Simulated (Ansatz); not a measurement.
# PbSe, space group Cmcm: a convergence test of the plane-wave cutoff

With Ansatz's Python interface.

At the Python prompt:
```pycon
>>> from dataclasses import dataclass
>>> import ansatz as az
>>> import pandas as pd
>>> @dataclass(frozen=True)
... class Options:
...     mesh: tuple[int, ...] = (6, 6, 6)
...     filling: str = 'Fixed'
...
>>> opts = Options()
>>> pbse = (
...     az.Lattice.of((2.154877, -6.133947, 0.0), (2.154877, 6.133947, 0.0), (0.0, 0.0, 4.450494))
...     .atom('Pb', (0.631761, 0.368239, 0.75))
...     .atom('Pb', (0.368239, 0.631761, 0.25))
...     .atom('Se', (0.86129, 0.13871, 0.75))
...     .atom('Se', (0.13871, 0.86129, 0.25))
... )
>>> calc = (
...     pbse.calculation()
...     .functional(az.Functional.R2SCAN)
...     .kpoints(*opts.mesh)
...     .occupations(opts.filling)
...     .band_table()
... )
>>> rows = []
>>> for value in [250, 350, 450, 550]:
...     summary = calc.basis(value).run(threads=1, pin='off').report
...     rows.append((value, summary['free_energy_ev'] / len(summary['lattice']['sites']), summary['n_iterations'], summary['gap_by_band_count_ev'], summary['n_pw']))
...
DeckWarning: basis.ecutwfc = 250 eV is below the records' recommended 500 eV, and the density's cutoff is lower with it unless basis.ecutrho_ratio is high enough to keep the records' density cutoff: compare with a run at a higher cutoff
DeckWarning: basis.ecutwfc = 350 eV is below the records' recommended 500 eV, and the density's cutoff is lower with it unless basis.ecutrho_ratio is high enough to keep the records' density cutoff: compare with a run at a higher cutoff
DeckWarning: basis.ecutwfc = 450 eV is below the records' recommended 500 eV, and the density's cutoff is lower with it unless basis.ecutrho_ratio is high enough to keep the records' density cutoff: compare with a run at a higher cutoff
>>> table = pd.DataFrame(rows, columns=['cutoff (eV)', 'F/atom (eV)', 'iterations', 'gap by band count (eV)', 'plane waves'])
>>> table.round(5)
   cutoff (eV)  F/atom (eV)  iterations  gap by band count (eV)  plane waves
0          250  -8699.57141           7                 1.47772         1053
1          350  -8700.12715           6                 1.43717         1733
2          450  -8700.12931           6                 1.43719         2569
3          550  -8700.12973           6                 1.43735         3447
>>> # differences from the last row
>>> for row in rows[:-1]:
...     shift = 1000 * (row[1] - rows[-1][1])
...     print(f'{row[0]}: {shift:+.2f} meV/atom' + ('  (within 5 meV)' if abs(shift) < 5 else ''))
...
250: +558.31 meV/atom
350: +2.57 meV/atom  (within 5 meV)
450: +0.41 meV/atom  (within 5 meV)
```

From 350 eV on it stays within 5 meV an atom of the value at 550 eV; the first row (250 eV) is off by 558.3 meV and the last but one by 0.41 meV. The energy falls steadily, as expected when plane waves are added. The last run costs about 2.5 times the first.

What to keep in mind:
- Spin-orbit coupling, left out here, can change this gap by several tenths of an eV, and inverted bands can meet off the mesh.
- The structure comes from a database of computed cells and needn't be a stable or known phase.
- Levels are Kohn-Sham eigenvalues on this mesh, without spin-orbit coupling.
- Warnings are shown shortened and without file and line.
- Shifts are counted from the last row, which is itself no proven limit.
- Hardware and time: 52 s on 1 thread of Arm Neoverse V2, with other jobs on the host, peak memory 0.92 GiB.
